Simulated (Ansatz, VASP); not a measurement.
Given: the input of a run of Ansatz 0.2.0 on Pd.

Contents of input.yaml:

```yaml
crystal:
  lattice:
    - [0.0, 1.9201927211, 1.9201927211]
    - [1.9201927211, 0.0, 1.9201927211]
    - [1.9201927211, 1.9201927211, 0.0]
  atoms:
    - { symbol: Pd, position: [0.0, 0.0, 0.0] }
hamiltonian:
  xc: rpbe
  pseudopotentials: { kind: paw }
  dispersion: d4
kpoints:
  mp_grid: { grid: [12, 12, 12] }
scf:
  occupations: { method: fermi_dirac, width: 0.05 }
output:
  forces: true
  stress: true
  eigenvalues: true
```

Potentials or basis: Ansatz PAW.

The run is started by

```sh
$ ansatz run input.yaml --threads 2 --pin off --max-ram 5120MiB --backend cpu --events-out ev --progress --plain --runs-dir out
```

Problem. Translate it to VASP 6.6.1. Potentials there: VASP PAW PBE potentials, release 64 (Pd).

Solution. As run (the cutoff follows the program's own potentials):

File INCAR:

```
PREC = Accurate
ENCUT = 520
EDIFF = 1E-6
ISMEAR = -1
SIGMA = 0.05
LREAL = False
LASPH = True
NELM = 60
ALGO = Normal
ISIF = 2
LWAVE = False
LCHARG = False
GGA = RP
IVDW = 13
NBANDS = 11
```

KPOINTS

```
Automatic mesh
0
Gamma
  12 12 12
```

The input POSCAR:

```
Pd
1.0
    0.0000000000      1.9201927211      1.9201927211
    1.9201927211      0.0000000000      1.9201927211
    1.9201927211      1.9201927211      0.0000000000
Pd
1
Direct
    0.0000000000      0.0000000000      0.0000000000
```

Potentials or basis: VASP PAW PBE potentials, release 64 (Pd).

Command:

```sh
$ cat potpaw_PBE.64/Pd/POTCAR > POTCAR
$ mpirun -np 1 vasp_std > vasp.out
```

Both were run:

|  | VASP | Ansatz | Ansatz less VASP |
| --- | --- | --- | --- |
| gap on the k mesh at the Fermi level (eV) | none | none | - |
| pressure (GPa) | 10.2 | 10.6 | +0.38 |
| dispersion energy (meV/atom) | -994.3 | -994.4 | -0.09 |

A gap of «none» marks a metal or a gap that the smearing closes. The two sets of potentials don't hold the same shells in valence.

Caveats: pairwise dispersion overbinds metals, which lowers pressure and volume; the PAW data sets were made with another functional, which shifts forces and pressure a little (VASP); the PAW data sets come from PBE, with cores solved anew for the run's functional, which leaves a small shift of forces and pressure (Ansatz).
